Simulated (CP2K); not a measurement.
Runs of CP2K 2026.2 on W. Symmetry: Im-3m, No. 229, cubic system. The conventional cell has a = 3.165 Å, b = 3.165 Å, c = 3.165 Å, α = 90.00°, β = 90.00°, γ = 90.00°. W (site symmetry m-3m) is surrounded by 8 W at 2.74 Å. 

```tsv
level	potentials or basis	smearing	EPS_DEFAULT	NGRIDS	basis sets	potentials	points a segment of the path (NPOINTS)	gap on the mesh (eV)	pressure (GPa)
PBEsol	POTENTIAL_UZH W GTH-PBE-q14; TZVP-MOLOPT-PBE-GTH basis	fermi-dirac 0.0259 eV	1.0E-9	4	W TZVP-MOLOPT-PBE-GTH-q14	W GTH-PBE-q14 of POTENTIAL_UZH	6	none	(a)
LDA	GTH_POTENTIALS W GTH-PADE-q14; TZVP-MOLOPT-PBE-GTH basis	fermi-dirac 0.0259 eV	1.0E-9	5	W TZVP-MOLOPT-PBE-GTH-q14	W GTH-PADE-q14 of GTH_POTENTIALS	6	none	-67.8
r2SCAN	POTENTIAL_UZH W GTH-SCAN-q14; TZVP-MOLOPT-SCAN-GTH basis	fermi-dirac 0.1 eV	1.0E-9	5	W TZVP-MOLOPT-SCAN-GTH-q14	W GTH-SCAN-q14 of POTENTIAL_UZH	8	none	-4.1
TB-mBJ	POTENTIAL_UZH W GTH-PBE-q14; TZVP-MOLOPT-PBE-GTH basis	fermi-dirac 0.0259 eV	1.0E-10	4	W TZVP-MOLOPT-PBE-GTH-q14	W GTH-PBE-q14 of POTENTIAL_UZH	10	none	-
```

Alike in all rows: task band structure; no spin polarisation; cell as given; k mesh 12 × 12 × 12.

Q: Fill in the values left out.

A: (a) -3.2.

Caveats: spin-orbit coupling is left out, which moves the levels of the heavy elements; the basis of atomic orbitals isn't converged, which shifts pressures, moduli and gaps; the potentials were made for another functional, which shifts forces and pressure (some runs); a pressure of tens of GPa on the cell as given is suspect, and the run, the potentials or the cell itself is likely at fault (some runs); the real-space grid breaks the cell's symmetry a little (some runs); this is a model potential without an energy functional, so only levels have meaning (some runs).

A k mesh can miss the band edges, and the runs leave out spin-orbit coupling on W.

A gap of «none» marks a metal or a gap under the smearing width.

Runs at the PBE level aren't shown here.
